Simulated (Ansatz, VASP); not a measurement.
## As: VASP beside Ansatz

INCAR

```
ALGO     = Normal         # electronic algorithm
EDIFF    = 1E-6           # SCF threshold, eV
ENCUT    = 520            # plane-wave cutoff, eV
ISIF     = 2              # what is computed and relaxed
ISMEAR   = -1             # smearing method
LASPH    = True           # aspherical terms in the spheres
LCHARG   = False          # write CHGCAR
LREAL    = False          # projectors in reciprocal space
LWAVE    = False          # write WAVECAR
NBANDS   = 12             # bands
NELM     = 60             # most SCF steps
PREC     = Accurate       # precision mode
SIGMA    = 0.05           # smearing width, eV
```

Contents of KPOINTS:

```
k-points
0
Gamma
  9 9 9
```

Contents of POSCAR:

```
As
1.0
    1.8681737204      1.0785906003      3.4904769752
   -1.8681737204      1.0785906003      3.4904769752
    0.0000000000     -2.1571812007      3.4904769752
As
2
Direct
    0.2260000000      0.2260000000      0.2260000000
    0.7740000000      0.7740000000      0.7740000000
```

Contents of input.yaml:

```yaml
crystal:
  lattice:
    - [1.8681737204, 1.0785906003, 3.4904769752]
    - [-1.8681737204, 1.0785906003, 3.4904769752]
    - [0.0, -2.1571812007, 3.4904769752]
  atoms:
    - { symbol: As, position: [0.226, 0.226, 0.226] }
    - { symbol: As, position: [0.774, 0.774, 0.774] }
kpoints:
  mp_grid: { grid: [9, 9, 9] }
scf:
  occupations: { method: fermi_dirac, width: 0.05 }
hamiltonian:
  xc: lda
  pseudopotentials: { kind: all_electron, lapw: { basis_error: 0.001 } }
output:
  forces: true
  stress: true
  eigenvalues: true
```

Change from the starting cell: volume scaled by 0.98.

Alike in both runs: task single point; functional LDA; k mesh 9 × 9 × 9; occupations fermi-dirac, width 0.05 eV; no spin polarisation.

|  | VASP | Ansatz |
| --- | --- | --- |
| version | VASP 6.6.1 | Ansatz 0.2.0 |
| potentials or method | VASP PAW LDA potentials, release 64 (As) | all-electron LAPW, scalar-relativistic |
| plane-wave cutoff (eV) | 520 | see its input |

Ansatz gave:

* gap on the k mesh at the Fermi level (eV): none
* pressure (GPa): 0.2
* largest component of the traceless stress (GPa): 0.70
* rms of the force components (eV/Å): 0.229

Q: Estimate VASP's values.

A: gap on the k mesh at the Fermi level (eV): none; pressure (GPa): 0.7; largest component of the traceless stress (GPa): 0.86; rms of the force components (eV/Å): 0.274.

Atom by atom the forces differ by 0.045 eV/Å (rms over components). A gap of «none» marks a metal or a gap that the smearing closes. Ansatz ran all-electron here, so the differences hold the error of VASP's frozen core and of both bases.
